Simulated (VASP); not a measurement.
# KMgF3 (Pm-3m) in VASP: notebook, part 3 of 3

VASP 6.6.1. The steps go on from the part before.

## (4) Relaxation of the atoms, PBEsol (a relaxed cell with its volume scaled by 1.04)

Input file INCAR:

```
ALGO     = Normal         # electronic algorithm
EDIFF    = 1E-7           # SCF threshold, eV
EDIFFG   = -0.01          # ionic threshold
ENCUT    = 600            # plane-wave cutoff, eV
GGA      = PS             # functional
IBRION   = 2              # ionic algorithm
ISIF     = 2              # what is computed and relaxed
ISMEAR   = 0              # smearing method
LASPH    = T              # aspherical terms in the spheres
LCHARG   = F              # write CHGCAR
LREAL    = F              # projectors in reciprocal space
LWAVE    = F              # write WAVECAR
NELM     = 80             # most SCF steps
NSW      = 40             # ionic steps
PREC     = Accurate       # precision mode
SIGMA    = 0.03           # smearing width, eV
```

Input file KPOINTS:

```
k-points
0
Gamma
  8 8 8
```

Input file POSCAR:

```
KMgF3                                   
1.0
    4.0357787736      0.0000000000      0.0000000000
    0.0000000000      4.0357787736      0.0000000000
    0.0000000000      0.0000000000      4.0357787736
  K               Mg              F             
     1     1     3
Direct
     0.5000000000000000    0.5000000000000000    0.5000000000000000
     0.0000000000000000    0.0000000000000000    0.0000000000000000
     0.5000000000000000    0.0000000000000000    0.0000000000000000
     0.0000000000000000    0.5000000000000000    0.0000000000000000
     0.0000000000000000    0.0000000000000000    0.5000000000000000
```

Potentials or basis: VASP PAW PBE potentials, release 64 (K_sv, Mg, F).

Command:

```sh
cat potpaw_PBE.64/K_sv/POTCAR potpaw_PBE.64/Mg/POTCAR potpaw_PBE.64/F/POTCAR > POTCAR
mpirun -np 1 vasp_std > vasp.out
```

OUTCAR:

```text
EDIFF = 1E-7
   EDIFFG = -0.01
   ENCUT = 600
   GGA = PS
   IBRION = 2
   ISIF = 2
   ISMEAR = 0
   LASPH = T
   LREAL = F
   NELM = 80
   NSW = 40
   PREC = Accurate

 ion  position               nearest neighbor table
   1  0.500  0.500  0.500-   3 2.85   4 2.85   5 2.85   3 2.85   4 2.85   3 2.85   5 2.85   3 2.85
                             4 2.85   5 2.85   4 2.85   5 2.85   2 3.50   2 3.50   2 3.50   2 3.50
   2  0.000  0.000  0.000-   3 2.02   4 2.02   5 2.02   5 2.02   4 2.02   3 2.02   1 3.50   1 3.50
                             1 3.50   1 3.50   1 3.50   1 3.50   1 3.50   1 3.50
   3  0.500  0.000  0.000-   2 2.02   2 2.02   1 2.85   1 2.85   1 2.85   1 2.85
   4  0.000  0.500  0.000-   2 2.02   2 2.02   1 2.85   1 2.85   1 2.85   1 2.85
   5  0.000  0.000  0.500-   2 2.02   2 2.02   1 2.85   1 2.85   1 2.85   1 2.85

  LATTYP: Found a simple cubic cell.
 ALAT       =     4.0357787736

  Lattice vectors:

 A1 = (   4.0357787736,   0.0000000000,   0.0000000000)
 A2 = (   0.0000000000,   4.0357787736,   0.0000000000)
 A3 = (   0.0000000000,   0.0000000000,   4.0357787736)

Analysis of symmetry for initial positions (statically):
=====================================================================
 Subroutine PRICEL returns:
 Original cell was already a primitive cell.

 Routine SETGRP: Setting up the symmetry group for a
 simple cubic supercell.

 Subroutine GETGRP returns: Found 48 space group operations
 (whereof 48 operations were pure point group operations)
 out of a pool of 48 trial point group operations.

The static configuration has the point symmetry O_h .

Analysis of symmetry for dynamics (positions and initial velocities):
=====================================================================
 Subroutine PRICEL returns:
 Original cell was already a primitive cell.

 Routine SETGRP: Setting up the symmetry group for a
 simple cubic supercell.

 Subroutine GETGRP returns: Found 48 space group operations
 (whereof 48 operations were pure point group operations)
 out of a pool of 48 trial point group operations.

The dynamic configuration has the point symmetry O_h .
[... 130 lines left out ...]
   GGA     = PS    functional components
   LHFCALC =     F    Hartree Fock is set to
   AEXX    =    0.0000 exact exchange contribution
   IVDW    =     0    specifies the selected vdW correction
   LEPSILON=     F    determine dielectric tensor
   LRPA    =     F    only Hartree local field effects (RPA)
 conjugate gradient relaxation of ions
 non-spin polarized calculation
 Gauss-broadening in eV      SIGMA  =   0.03
  energy-cutoff  :      600.00
  volume of cell :       65.73
 maximum number of plane-waves:      2272
   NGX = 17   NGY = 17   NGZ = 17

 number of electron      32.0000039 magnetization

 Free energy of the ion-electron system (eV)
  ---------------------------------------------------
  ext. energy  EPLUGINS =         0.00000000
  ---------------------------------------------------
  free energy    TOTEN  =       -25.25431032 eV

  energy without entropy =      -25.25431032  energy(sigma->0) =      -25.25431032

 E-fermi :  -1.7270     XC(G=0):  -9.7521

 val. band max:       -1.8912665636   @ k =   0.5000   0.5000   0.5000
 cond. band min:       4.9651010267   @ k =   0.0000   0.0000   0.0000
 fundamental gap:      6.8563675903
 Fermi energy:        -1.7269858663

 k-point     1 :       0.0000    0.0000    0.0000
  band No.  band energies     occupation
      1     -27.4419      2.00000
      2     -21.8053      2.00000
      3     -21.1839      2.00000
      4     -21.1839      2.00000
      5     -11.0005      2.00000
      6     -11.0005      2.00000
[... 541 lines left out ...]
     19       9.7042      0.00000
     20       9.9223      0.00000

 [... further k-points ...]

------------------------ aborting loop because EDIFF is reached ----------------------------------------

  FORCE on cell =-STRESS in cart. coord.  units (eV):
  Direction    XX          YY          ZZ          XY          YZ          ZX
  --------------------------------------------------------------------------------------
  -------------------------------------------------------------------------------------
  Total       -1.1097829     -1.1097829     -1.1097829      0.0000000      0.0000000      0.0000000
  in kB      -27.0499558    -27.0499558    -27.0499558      0.0000000      0.0000000      0.0000000
  external PRESSURE =     -27.0499558 kB  Pullay stress =       0.0000000 kB

 VOLUME and BASIS-vectors are now :
 -----------------------------------------------------------------------------
  energy-cutoff  :      600.00
  volume of cell :       65.73
      direct lattice vectors                 reciprocal lattice vectors
     4.035778774  0.000000000  0.000000000     0.247783651  0.000000000  0.000000000
     0.000000000  4.035778774  0.000000000     0.000000000  0.247783651  0.000000000
     0.000000000  0.000000000  4.035778774     0.000000000  0.000000000  0.247783651

 POSITION                                       TOTAL-FORCE (eV/Angst)
 -----------------------------------------------------------------------------------
      2.01789      2.01789      2.01789         0.000000      0.000000      0.000000
      0.00000      0.00000      0.00000         0.000000      0.000000      0.000000
      2.01789      0.00000      0.00000         0.000000      0.000000      0.000000
      0.00000      2.01789      0.00000         0.000000      0.000000      0.000000
      0.00000      0.00000      2.01789         0.000000      0.000000      0.000000
 -----------------------------------------------------------------------------------
    total drift:                                0.000000      0.000000     -0.000000

  FREE ENERGIE OF THE ION-ELECTRON SYSTEM (eV)
  ---------------------------------------------------
  free  energy   TOTEN  =       -25.2543103185 eV

  energy  without entropy=      -25.2543103185  energy(sigma->0) =      -25.25431032

 reached required accuracy - stopping structural energy minimisation
```

OSZICAR:

```text
N       E                     dE             d eps       ncg     rms          rms(c)
DAV:   1     0.274141566101E+03    0.27414E+03   -0.19030E+04  1400   0.172E+03
DAV:   2    -0.129238254298E+02   -0.28707E+03   -0.28040E+03  1872   0.414E+02
DAV:   3    -0.263094372400E+02   -0.13386E+02   -0.13348E+02  1692   0.898E+01
DAV:   4    -0.271275482155E+02   -0.81811E+00   -0.81668E+00  2476   0.127E+01
DAV:   5    -0.271302473357E+02   -0.26991E-02   -0.26991E-02  1656   0.768E-01    0.807E+00
DAV:   6    -0.252915926826E+02    0.18387E+01   -0.79027E+00  1556   0.205E+01    0.373E+00
DAV:   7    -0.252643352835E+02    0.27257E-01   -0.21014E-01  1868   0.323E+00    0.235E+00
DAV:   8    -0.252540723066E+02    0.10263E-01   -0.66418E-02  1652   0.286E+00    0.263E-01
DAV:   9    -0.252541306762E+02   -0.58370E-04   -0.12884E-02  1976   0.817E-01    0.127E-01
DAV:  10    -0.252542725415E+02   -0.14187E-03   -0.97549E-04  1772   0.255E-01    0.765E-02
DAV:  11    -0.252543318959E+02   -0.59354E-04   -0.28125E-04  1720   0.131E-01    0.322E-02
DAV:  12    -0.252543104616E+02    0.21434E-04   -0.12250E-04  1644   0.767E-02    0.315E-03
DAV:  13    -0.252543105597E+02   -0.98112E-07   -0.16276E-06  1728   0.101E-02    0.248E-03
DAV:  14    -0.252543102745E+02    0.28517E-06   -0.26874E-07  1588   0.407E-03    0.958E-04
DAV:  15    -0.252543103185E+02   -0.44035E-07   -0.15003E-08  1092   0.101E-03
   1 F= -.25254310E+02 E0= -.25254310E+02  d E =-.252543E+02
```

CONTCAR:

```text
KMgF3
   1.00000000000000
     4.0357787735999997    0.0000000000000000    0.0000000000000000
     0.0000000000000000    4.0357787735999997    0.0000000000000000
     0.0000000000000000    0.0000000000000000    4.0357787735999997
  K               Mg              F
     1     1     3
Direct
     0.5000000000000000    0.5000000000000000    0.5000000000000000
     0.0000000000000000    0.0000000000000000    0.0000000000000000
     0.5000000000000000    0.0000000000000000    0.0000000000000000
     0.0000000000000000    0.5000000000000000    0.0000000000000000
     0.0000000000000000    0.0000000000000000    0.5000000000000000

  0.00000000E+00  0.00000000E+00  0.00000000E+00
  0.00000000E+00  0.00000000E+00  0.00000000E+00
  0.00000000E+00  0.00000000E+00  0.00000000E+00
  0.00000000E+00  0.00000000E+00  0.00000000E+00
  0.00000000E+00  0.00000000E+00  0.00000000E+00
```

It took 16 s on 1 thread of Intel Xeon 6975P-C (Granite Rapids), shared host; peak memory 0.21 GiB.

What came out:

- Free energy: -25.2543 eV
- Pressure after relaxing: -2.7 GPa
- Band gap on the k mesh: 6.86 eV, indirect (least direct gap 7.18 eV)

Final structure:
```cif
data_structure
_symmetry_space_group_name_H-M 'P 1'
_symmetry_Int_Tables_number 1
_cell_length_a 4.0358
_cell_length_b 4.0358
_cell_length_c 4.0358
_cell_angle_alpha 90.000
_cell_angle_beta 90.000
_cell_angle_gamma 90.000
_cell_volume 65.73
loop_
_atom_site_label
_atom_site_type_symbol
_atom_site_fract_x
_atom_site_fract_y
_atom_site_fract_z
_atom_site_occupancy
K1 K 0.50000 0.50000 0.50000 1
Mg1 Mg 0.00000 0.00000 0.00000 1
F1 F 0.50000 0.00000 0.00000 1
F2 F 0.00000 0.50000 0.00000 1
F3 F 0.00000 0.00000 0.50000 1
```

Caveat: the relaxation stopped at its first step, so nothing moved; the PAW data sets were made with another functional, which shifts forces and pressure a little. A k mesh can miss the band edges.

## (5) Relaxation of the atoms, PBEsol (a relaxed cell with its volume scaled by 1.06)

INCAR is that of step 4.

KPOINTS is that of step 4.

POSCAR: that of step 4 with these lines changed.

```diff
@@ -2,5 +2,5 @@
 1.0
-    4.0357787736      0.0000000000      0.0000000000
-    0.0000000000      4.0357787736      0.0000000000
-    0.0000000000      0.0000000000      4.0357787736
+    4.0614850640      0.0000000000      0.0000000000
+    0.0000000000      4.0614850640      0.0000000000
+    0.0000000000      0.0000000000      4.0614850640
   K               Mg              F
```

Command:

```sh
cat potpaw_PBE.64/K_sv/POTCAR potpaw_PBE.64/Mg/POTCAR potpaw_PBE.64/F/POTCAR > POTCAR
mpirun -np 1 vasp_std > vasp.out
```

Run time: 16 s. Hardware: 1 thread of Intel Xeon 6975P-C (Granite Rapids), shared host; peak memory 0.21 GiB.

The run converged. Its results:

| Property | Result |
| --- | --- |
| Free energy | -25.2315 eV |
| Pressure after relaxing | -3.8 GPa |
| Band gap on the k mesh | 6.72 eV, indirect (least direct gap 7.05 eV) |

Final structure:
```yaml
crystal:
  lattice:
    - [4.06149, 0.00000, 0.00000]
    - [0.00000, 4.06149, 0.00000]
    - [0.00000, 0.00000, 4.06149]
  atoms:
    - { symbol: K, position: [0.50000, 0.50000, 0.50000] }
    - { symbol: Mg, position: [0.00000, 0.00000, 0.00000] }
    - { symbol: F, position: [0.50000, 0.00000, 0.00000] }
    - { symbol: F, position: [0.00000, 0.50000, 0.00000] }
    - { symbol: F, position: [0.00000, 0.00000, 0.50000] }
```

Levels at points of the mesh, in eV from the valence-band top:
```
           k point  band 14  band 15  band 16  band 17  band 18  band 19
(0.00, 0.00, 0.00)    -0.32    -0.32    -0.32     6.72     9.87     9.87
(0.50, 0.00, 0.00)    -0.80    -0.50    -0.50     9.61     9.74    10.87
(0.50, 0.50, 0.00)    -0.86    -0.86    -0.02    10.47    11.30    11.93
(0.50, 0.50, 0.50)     0.00     0.00     0.00    10.09    10.09    10.09
```

Caveat: the relaxation stopped at its first step, so nothing moved; the PAW data sets were made with another functional, which shifts forces and pressure a little.

## (6) Relaxation of cell and atoms, PBE+D3(BJ)

Input file INCAR:

```
SYSTEM = KMgF3
  PREC = Accurate
  ENCUT = 600
  EDIFF = 1E-6
  ISMEAR = 0
  SIGMA = 0.03
  LREAL = .FALSE.
  LASPH = .TRUE.
  NELM = 80
  ALGO = Normal
  ISIF = 3
  LWAVE = .FALSE.
  LCHARG = .FALSE.
  GGA = PE
  IVDW = 12
  IBRION = 2
  NSW = 90
  EDIFFG = -0.01
```

Input file KPOINTS:

```
regular mesh
0
G
  8 8 8
  0 0 0
```

Input file POSCAR:

```
KMgF3
1.0
    3.9859000000      0.0000000000      0.0000000000
    0.0000000000      3.9859000000      0.0000000000
    0.0000000000      0.0000000000      3.9859000000
K Mg F
1 1 3
Direct
    0.5000000000      0.5000000000      0.5000000000
    0.0000000000      0.0000000000      0.0000000000
    0.5000000000      0.0000000000      0.0000000000
    0.0000000000      0.5000000000      0.0000000000
    0.0000000000      0.0000000000      0.5000000000
```

Potentials or basis: VASP PAW PBE potentials, release 64 (K_sv, Mg, F).

Command:

```sh
cat potpaw_PBE.64/K_sv/POTCAR potpaw_PBE.64/Mg/POTCAR potpaw_PBE.64/F/POTCAR > POTCAR
mpirun -np 1 vasp_std > vasp.out
```

Wall time 30 s (1 thread of Intel Xeon 6975P-C (Granite Rapids), shared host); peak memory 0.22 GiB.

Results (log left out):

```
Free energy                            : -25.2569 eV
Relaxed volume                         : 12.87 Å³/atom
Relaxed cell                           : a = 4.007 Å, b = 4.007 Å, c = 4.007 Å, α = 90.00°, β = 90.00°, γ = 90.00°
Space group after relaxing (to 0.05 Å) : Pm-3m (No. 221)
Energy gained by relaxing              : 0.7 meV/atom
Ionic steps                            : 3
Pressure after relaxing                : 0.0 GPa
Band gap on the k mesh                 : 7.19 eV, indirect (least direct gap 7.51 eV)
Dispersion energy per atom             : -0.164 eV
```

Step by step:
| step | energy change (eV) | largest force (eV/Å) | pressure (GPa) | volume (Å³) |
| --- | --- | --- | --- | --- |
| 1 | 0.0000 | 0.0000 | 1.18 | 63.33 |
| 2 | -0.0035 | 0.0000 | 0.16 | 64.18 |
| 3 | -0.0036 | 0.0000 | 0.00 | 64.33 |

Final structure:
```
CELL_PARAMETERS angstrom
4.00690 0.00000 0.00000
0.00000 4.00690 0.00000
0.00000 0.00000 4.00690
ATOMIC_POSITIONS crystal
K 0.50000 0.50000 0.50000
Mg 0.00000 0.00000 0.00000
F 0.50000 0.00000 0.00000
F 0.00000 0.50000 0.00000
F 0.00000 0.00000 0.50000
```

Levels at points of the mesh, in eV from the valence-band top:
```csv
k point,band 12,band 13,band 14,band 15,band 16,band 17,band 18,band 19,band 20
"(0.00, 0.00, 0.00)",-0.61,-0.61,-0.32,-0.32,-0.32,7.19,10.06,10.06,12.20
"(0.50, 0.00, 0.00)",-0.84,-0.84,-0.84,-0.52,-0.52,10.02,10.29,11.08,12.74
"(0.50, 0.50, 0.00)",-1.01,-1.01,-0.88,-0.88,-0.02,10.82,11.62,12.48,12.48
"(0.50, 0.50, 0.50)",-1.10,-1.10,0.00,0.00,0.00,10.38,10.38,10.38,13.87
```

## (7) The runs side by side

| task | level | cell | gap on the mesh (eV) | pressure (GPa) |
| --- | --- | --- | --- | --- |
| relaxation of the atoms | PBEsol | atoms relaxed | 7.14 | 0.0 |
| relaxation of the atoms | PBEsol | atoms relaxed from: a relaxed cell with its volume scaled by 1.02 | 6.99 | -1.4 |
| relaxation of the atoms | PBEsol | atoms relaxed from: a relaxed cell with its volume scaled by 1.04 | 6.86 | -2.7 |
| relaxation of the atoms | PBEsol | atoms relaxed from: a relaxed cell with its volume scaled by 1.06 | 6.72 | -3.8 |
| relaxation of cell and atoms | PBE+D3(BJ) | relaxed | 7.19 | 0.0 |

Alike in all rows: potentials or basis VASP PAW PBE potentials, release 64 (K_sv, Mg, F); no spin polarisation; k mesh 8 × 8 × 8; cutoff (eV) 600; smearing gaussian 0.03 eV.

Caveats: the relaxation stopped at its first step, so nothing moved (some runs); the PAW data sets were made with another functional, which shifts forces and pressure a little (some runs).

Absolute energies hang on the potentials; compare differences alone.
